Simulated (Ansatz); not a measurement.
# PtS2 (P-3m1) in Ansatz: further runs

One crystal, PtS2, is run at these levels: PBEsol; tasks: single point, equation of state.

All numbers are computed with Ansatz 0.2.0; they aren't measurements. Logs are shortened: lines on timing, memory, paths and dates and some standing lists are left out, and cuts for length are marked.

### Step 1. The crystal as given

Symmetry: P-3m1, No. 164, trigonal system. The conventional cell has a = 3.543 Å, b = 3.543 Å, c = 5.039 Å, α = 90.00°, β = 90.00°, γ = 120.00°. Around Pt (site symmetry -3m) lie 6 S at 2.34 Å. S (site symmetry 3m) is surrounded by 3 Pt at 2.34 Å.

### Step 2. Single point, PBEsol, 17.17 Å³/atom (volume scaled by 0.94)

The input, input.yaml:

```yaml
crystal:
  lattice:
    - [3.4708695004, 0.0, 0.0]
    - [-1.7354347502, 3.0058611606, 0.0]
    - [0.0, 0.0, 4.9359384846]
  atoms:
    - { symbol: Pt, position: [0.0, 0.0, 0.0] }
    - { symbol: S, position: [0.6666666667, 0.3333333333, 0.773] }
    - { symbol: S, position: [0.3333333333, 0.6666666667, 0.227] }
hamiltonian:
  xc: pbesol
  pseudopotentials: { kind: paw }
kpoints:
  mp_grid: { grid: [9, 9, 5] }
scf:
  occupations: { method: fermi_dirac, width: 0.05 }
output:
  forces: true
  stress: true
  eigenvalues: true
```

Potentials or basis: Ansatz PAW.

Launch:

```bash
> ansatz run input.yaml --threads 2 --pin off --max-ram 5632MiB --backend cpu --events-out ev --progress --plain --runs-dir out
```

The program printed:

```text
Warning: RAYON_NUM_THREADS=2 ignored (pool sized by the plan → 2); use --threads N
Engine: ansatz 0.2.0, x86_64-unknown-linux-gnu
Pseudopotentials: kind: paw
Pseudopotential: Pt, paw, valence charge 18, recommended cutoff 420 eV (normal), Pt.paw.azcp
Pseudopotential: S, paw, valence charge 6, recommended cutoff 420 eV (normal), S.paw.azcp
Functional definition: PBEsol
  exchange = pbesol_x
  correlation = pbesol_c
Crystal: 3 atoms, lattice volume = 51.496 Å³
Basis set: ecut = 420 eV, 1007 PW (Γ), exchange–correlation on 48×48×72 points (8 copies of the dense FFT grid, shifted against one another)
Bands: 19, of which v1, the nominal top of the filled ones, is band 15 counted from 1 (14 counted from 0)
Symmetry: 12 space group operations
Space group: P-3m1 (ITA 164), of the structure as read, at distance tolerance 3.7e-5 Å
k-points: 50 of 405
Non-local potential: Pt, projectors of the file, l = 0: 3, l = 1: 2, l = 2: 2, l = 3: 1
Non-local potential: S, projectors of the file, l = 0: 2, l = 1: 2, l = 2: 2
PAW form: soft (Blöchl's): semilocal exchange-correlation on the pseudo side does not see the compensation charge
PAW frozen core: Pt, regenerated for the run's functional, and the local potential with it (the file was generated under x = pbe(κ = 0.804, μ = 0.2195149727645171), c = pbe(β = 0.06672455060314922))
PAW frozen core: S, regenerated for the run's functional, and the local potential with it (the file was generated under x = pbe(κ = 0.804, μ = 0.2195149727645171), c = pbe(β = 0.06672455060314922))
PAW one-centre angular grid: Pt, 590 points (default); XC on 64 Gauss nodes
PAW one-centre angular grid: S, 110 points (default); XC on 64 Gauss nodes
Initial density: superposition of atomic densities (neutral atoms: chi_scale 0, normalization atom), corrected by the library's trained network
Initial wavefunctions: pseudopotential atomic-orbital guess
Functional: x = pbesol(κ = 0.804, μ = 0.12345679012345678), c = pbesol(β = 0.046)
SCF iter   1: F=—  HF=-14154.566024 eV  |F-HF|=—  |Δ(HF+E_count)|=         —  Δρ=4.84e-3  dr2=1.68e-2  ethr=1.77e-3  ⟨swp⟩=5.5  Hψ=4814  notcnv=0
preconditioner: auto → Resta (q_TF=auto, 2.493 Å⁻¹)  ε∞=6.5  [insulator: Δε(μ)=0.986 eV  Ē_g=10.366 eV  σ=0.050 eV  W_gap=1.00  n_scr=20 (ndim 8)  ℏωp=24.3 eV  f_vac=0.017  D(μ)=0.00/eV (n_scr^D=0)  ε∞_Penn≈6.5]
SCF iter   2: F=—  HF=-14154.563392 eV  |F-HF|=—  |Δ(HF+E_count)|=   2.63e-3  Δρ=2.64e-3  dr2=4.15e-3  ethr=5.61e-5  ⟨swp⟩=1.3  Hψ=1370  notcnv=0
SCF iter   3: F=—  HF=-14154.562807 eV  |F-HF|=—  |Δ(HF+E_count)|=   5.85e-4  Δρ=8.63e-4  dr2=5.01e-4  ethr=1.38e-5  ⟨swp⟩=2.1  Hψ=1423  notcnv=0
SCF iter   4: F=—  HF=-14154.562735 eV  |F-HF|=—  |Δ(HF+E_count)|=   7.17e-5  Δρ=2.81e-4  dr2=3.06e-5  ethr=1.67e-6  ⟨swp⟩=2.7  Hψ=1555  notcnv=0
SCF iter   5: F=—  HF=-14154.562746 eV  |F-HF|=—  |Δ(HF+E_count)|=   1.11e-5  Δρ=7.20e-5  dr2=4.34e-6  ethr=1.02e-7  ⟨swp⟩=2.0  Hψ=1416  notcnv=0
SCF iter   6: F=—  HF=-14154.562746 eV  |F-HF|=—  |Δ(HF+E_count)|=   4.27e-7  Δρ=2.24e-5  dr2=2.76e-7  ethr=1.45e-8  ⟨swp⟩=2.0  Hψ=1349  notcnv=0
SCF iter   7: F=-14154.562746 eV  HF=-14154.562746 eV  |F-HF|=4.06e-9  |Δ(HF+E_count)|=   1.68e-7  Δρ=3.40e-6  dr2=6.86e-9  ethr=3.33e-10  ⟨swp⟩=6.5  Hψ=4379  notcnv=0
SCF 1 converged in 7 iterations: F = -14154.562746 eV  dr2 = 6.86e-9
SCF converged after 7 iterations
Free energy (F): -14154.562746 eV
Harris-Foulkes:  -14154.562746 eV  (|F-HF|=4.06e-9)
Internal energy: -14154.562742 eV  (E = F + TS)
E sigma→0 (E₀):  -14154.562744 eV
Entropy (-TS):   -0.000004 eV (-0.001 meV/atom)
Fermi energy:    12.557093 eV
--- Per-component energies (eV) ---
  E_band       = -298.211193
  E_kinetic    = 860.102716
  E_local      = -3070.276193  (includes V_loc(G=0)·N_el)
  E_nonlocal   = 258.684150
  E_hartree    = 1218.240326
  E_xc         = -456.261515
  E_vxc        = -482.007734  (∫ρ·V_xc dr)
  E_paw        = -10484.615153  (= ΣΔE_a)
  E_vpaw       = -301.195788  (= ΣTr[D̂ρ^β])
  E_aug_tail   = 0.000187  (compensation charges beyond the density's cutoff)
  E_ewald      = -2480.848139
  E_core_change = 0.410880  (= ΣΔE_core)
  E_smearing   = -0.000004  (= −TS)
  E_closure    = -0.000000  (closes the sum)
  Σ components = -14154.562746   (vs F -14154.562746, Δ=0.00e0)
--- Forces (eV/Å), atoms counted from 1 ---
  atom   1  Pt    -0.00000000    -0.00000000     0.00000000
  atom   2  S     -0.00000000    -0.00000000    -2.00582218
  atom   3  S      0.00000000     0.00000000     2.00582218
  max |Σ_I F_I| component: 1.05e-30 eV/Å
--- Stress (GPa, compression-positive) ---
       20.566028      -0.000000       0.000000
       -0.000000      20.566028       0.000000
       -0.000000       0.000000      14.096399
  P = ⅓ Tr σ = 18.4095 GPa (184.095 kbar)
--- Band table (eV; the first three rows and the last of 50) ---
  k-point 0: bands = ["-87.7888", "-42.0517", "-42.0517", "-41.8683", "-4.1685", "-0.4501", "4.3742", "4.3742", "4.5326", "7.6370", "7.6370", "10.1134", "10.8374", "10.8374", "11.8464", "14.6689", "14.6689", "16.6115", "18.1614"]
  k-point 1: bands = ["-87.7888", "-42.0517", "-42.0517", "-41.8683", "-4.0769", "-0.7422", "4.3812", "4.3812", "4.9874", "7.6273", "7.6273", "9.9196", "10.7641", "10.7641", "11.5816", "14.8528", "14.8528", "16.6937", "18.7984"]
  k-point 2: bands = ["-87.7888", "-42.0517", "-42.0517", "-41.8683", "-3.9039", "-1.1917", "4.3926", "4.3926", "5.7968", "7.6122", "7.6122", "9.3981", "10.6511", "10.6511", "11.2681", "15.1731", "15.1731", "17.1227", "19.4973"]
  k-point 49: bands = ["-87.7881", "-42.0746", "-42.0746", "-41.8636", "-1.5797", "-1.5797", "4.8873", "4.8873", "4.9966", "7.3327", "7.3327", "8.0455", "8.2917", "10.0433", "10.0433", "14.2610", "14.2610", "19.2934", "19.8704"]
```

It took 2.3 s on 2 threads of AMD EPYC (Zen 3), shared host; peak memory 0.36 GiB.

What came out:

```yaml
Free_energy: -14154.5627 eV
Pressure: 18.4 GPa
Largest_force: 2.006 eV/Å
Band_gap_on_the_k_mesh: 1.01 eV, indirect (least direct gap 1.05 eV)
```

Caveat: odd divisions of the mesh miss points on the zone boundary, where band edges often lie, so the gap on the mesh can be too wide; spin-orbit coupling is left out, which moves the levels of the heavy elements; the PAW data sets come from PBE, with cores solved anew for the run's functional, which leaves a small shift of forces and pressure; forces of over 1 eV/Å show positions far from the minimum, so gaps and moduli don't describe the material at rest.

### Step 3. Single point, PBEsol, 17.53 Å³/atom (volume scaled by 0.96)

Edit input.yaml of step 2 so:

```diff
@@ -2,5 +2,5 @@
   lattice:
-    - [3.4708695004, 0.0, 0.0]
-    - [-1.7354347502, 3.0058611606, 0.0]
-    - [0.0, 0.0, 4.9359384846]
+    - [3.4953130487, 0.0, 0.0]
+    - [-1.7476565244, 3.0270298944, 0.0]
+    - [0.0, 0.0, 4.9706997601]
   atoms:
```

Potentials or basis: Ansatz PAW.

Launch:

```bash
> ansatz run input.yaml --threads 2 --pin off --max-ram 5632MiB --backend cpu --events-out ev --progress --plain --runs-dir out
```

Wall time 2.3 s (2 threads of AMD EPYC (Zen 3), shared host); peak memory 0.36 GiB.

It converged, with:

```
Free energy            : -14154.6731 eV
Pressure               : 14.0 GPa
Largest force          : 1.625 eV/Å
Band gap on the k mesh : 0.99 eV, indirect (least direct gap 1.03 eV)
```

Caveat: odd divisions of the mesh miss points on the zone boundary, where band edges often lie, so the gap on the mesh can be too wide; spin-orbit coupling is left out, which moves the levels of the heavy elements; the PAW data sets come from PBE, with cores solved anew for the run's functional, which leaves a small shift of forces and pressure; forces of over 1 eV/Å show positions far from the minimum, so gaps and moduli don't describe the material at rest.

### Step 4. Single point, PBEsol, 17.90 Å³/atom (volume scaled by 0.98)

Edit input.yaml of step 3 so:

```diff
@@ -2,5 +2,5 @@
   lattice:
-    - [3.4953130487, 0.0, 0.0]
-    - [-1.7476565244, 3.0270298944, 0.0]
-    - [0.0, 0.0, 4.9706997601]
+    - [3.5194194177, 0.0, 0.0]
+    - [-1.7597097089, 3.0479066223, 0.0]
+    - [0.0, 0.0, 5.0049815314]
   atoms:
```

Launch:

```bash
> ansatz run input.yaml --threads 2 --pin off --max-ram 5632MiB --backend cpu --events-out ev --progress --plain --runs-dir out
```

It took 2.4 s on 2 threads of AMD EPYC (Zen 3), shared host; peak memory 0.37 GiB.

Results (log left out):

```yaml
Free_energy: -14154.7546 eV
Pressure: 10.0 GPa
Largest_force: 1.275 eV/Å
Band_gap_on_the_k_mesh: 0.97 eV, indirect (least direct gap 1.01 eV)
```

Caveat: odd divisions of the mesh miss points on the zone boundary, where band edges often lie, so the gap on the mesh can be too wide; spin-orbit coupling is left out, which moves the levels of the heavy elements; the PAW data sets come from PBE, with cores solved anew for the run's functional, which leaves a small shift of forces and pressure; forces of over 1 eV/Å show positions far from the minimum, so gaps and moduli don't describe the material at rest.

### Step 5. Single point, PBEsol, 18.26 Å³/atom

Edit input.yaml of step 4 so:

```diff
@@ -2,5 +2,5 @@
   lattice:
-    - [3.5194194177, 0.0, 0.0]
-    - [-1.7597097089, 3.0479066223, 0.0]
-    - [0.0, 0.0, 5.0049815314]
+    - [3.5432, 0.0, 0.0]
+    - [-1.7716, 3.0685012107, 0.0]
+    - [0.0, 0.0, 5.0388]
   atoms:
```

Launch:

```bash
> ansatz run input.yaml --threads 2 --pin off --max-ram 5632MiB --backend cpu --events-out ev --progress --plain --runs-dir out
```

It took 2.3 s on 2 threads of AMD EPYC (Zen 3), shared host; peak memory 0.37 GiB.

The run converged. Its results:

```
Free energy            : -14154.8103 eV
Pressure               : 6.4 GPa
Largest force          : 0.952 eV/Å
Band gap on the k mesh : 0.95 eV, indirect (least direct gap 0.99 eV)
```

Caveat: odd divisions of the mesh miss points on the zone boundary, where band edges often lie, so the gap on the mesh can be too wide; spin-orbit coupling is left out, which moves the levels of the heavy elements; the PAW data sets come from PBE, with cores solved anew for the run's functional, which leaves a small shift of forces and pressure.

### Step 6. Single point, PBEsol, 18.63 Å³/atom (volume scaled by 1.02)

Edit input.yaml of step 5 so:

```diff
@@ -2,5 +2,5 @@
   lattice:
-    - [3.5432, 0.0, 0.0]
-    - [-1.7716, 3.0685012107, 0.0]
-    - [0.0, 0.0, 5.0388]
+    - [3.5666655845, 0.0, 0.0]
+    - [-1.7833327923, 3.088823003, 0.0]
+    - [0.0, 0.0, 5.0721705089]
   atoms:
@@ -20 +20,5 @@
   eigenvalues: true
+  write_density: true
+  write_potential: true
+  elf: true
+  volumetric_format: npy
```

Potentials or basis: Ansatz PAW.

Launch:

```bash
> ansatz run input.yaml --threads 2 --pin off --max-ram 5632MiB --backend cpu --events-out ev --progress --plain --runs-dir out
```

It took 3.1 s on 2 threads of AMD EPYC (Zen 3), shared host; peak memory 0.38 GiB.

It converged, with:

- Free energy: -14154.8429 eV
- Pressure: 3.2 GPa
- Largest force: 0.654 eV/Å
- Band gap on the k mesh: 0.93 eV, indirect (least direct gap 0.97 eV)

Caveat: odd divisions of the mesh miss points on the zone boundary, where band edges often lie, so the gap on the mesh can be too wide; spin-orbit coupling is left out, which moves the levels of the heavy elements; the PAW data sets come from PBE, with cores solved anew for the run's functional, which leaves a small shift of forces and pressure.

### Step 7. Single point, PBEsol, 18.99 Å³/atom (volume scaled by 1.04)

Edit input.yaml of step 6 so:

```diff
@@ -2,5 +2,5 @@
   lattice:
-    - [3.5666655845, 0.0, 0.0]
-    - [-1.7833327923, 3.088823003, 0.0]
-    - [0.0, 0.0, 5.0721705089]
+    - [3.5898263996, 0.0, 0.0]
+    - [-1.7949131998, 3.1088808573, 0.0]
+    - [0.0, 0.0, 5.105107604]
   atoms:
```

Launch:

```bash
> ansatz run input.yaml --threads 2 --pin off --max-ram 5632MiB --backend cpu --events-out ev --progress --plain --runs-dir out
```

It took 2.9 s on 2 threads of AMD EPYC (Zen 3), shared host; peak memory 0.38 GiB.

The run converged. Its results:

```
Free energy            : -14154.8548 eV
Pressure               : 0.3 GPa
Largest force          : 0.380 eV/Å
Band gap on the k mesh : 0.91 eV, indirect (least direct gap 0.95 eV)
```

Caveat: odd divisions of the mesh miss points on the zone boundary, where band edges often lie, so the gap on the mesh can be too wide; spin-orbit coupling is left out, which moves the levels of the heavy elements; the PAW data sets come from PBE, with cores solved anew for the run's functional, which leaves a small shift of forces and pressure.

### Step 8. Single point, PBEsol, 19.36 Å³/atom (volume scaled by 1.06)

Edit input.yaml of step 7 so:

```diff
@@ -2,5 +2,5 @@
   lattice:
-    - [3.5898263996, 0.0, 0.0]
-    - [-1.7949131998, 3.1088808573, 0.0]
-    - [0.0, 0.0, 5.105107604]
+    - [3.6126921524, 0.0, 0.0]
+    - [-1.8063460762, 3.12868318, 0.0]
+    - [0.0, 0.0, 5.1376250896]
   atoms:
```

Launch:

```bash
> ansatz run input.yaml --threads 2 --pin off --max-ram 5632MiB --backend cpu --events-out ev --progress --plain --runs-dir out
```

It took 2.8 s on 2 threads of AMD EPYC (Zen 3), shared host; peak memory 0.38 GiB.

Results (log left out):

```
Free energy            : -14154.8483 eV
Pressure               : -2.2 GPa
Largest force          : 0.127 eV/Å
Band gap on the k mesh : 0.89 eV, indirect (least direct gap 0.94 eV)
```

Caveat: odd divisions of the mesh miss points on the zone boundary, where band edges often lie, so the gap on the mesh can be too wide; spin-orbit coupling is left out, which moves the levels of the heavy elements; the PAW data sets come from PBE, with cores solved anew for the run's functional, which leaves a small shift of forces and pressure.

### Step 9. Equation of state, PBEsol

Potentials or basis: Ansatz PAW.

No new run: the results of the series are fitted here.

What came out:

```yaml
Equilibrium_volume: 19.04 Å³/atom
Bulk_modulus_at_fixed_shape_and_positions: 139 GPa
Pressure_derivative_of_the_bulk_modulus: 4.7
```

Energy against volume, from the lowest point:
| volume (Å³/atom) | energy (meV/atom) |
| --- | --- |
| 17.165 | 97.36 |
| 17.531 | 60.58 |
| 17.896 | 33.40 |
| 18.261 | 14.84 |
| 18.626 | 3.97 |
| 18.992 | 0.00 |
| 19.357 | 2.19 |

Caveat: the cell was scaled at fixed shape and fractional positions, which overstates the stiffness of a crystal with free parameters, most of all of layers and chains. The run has no spin-orbit coupling, so splittings on Pt are missing.
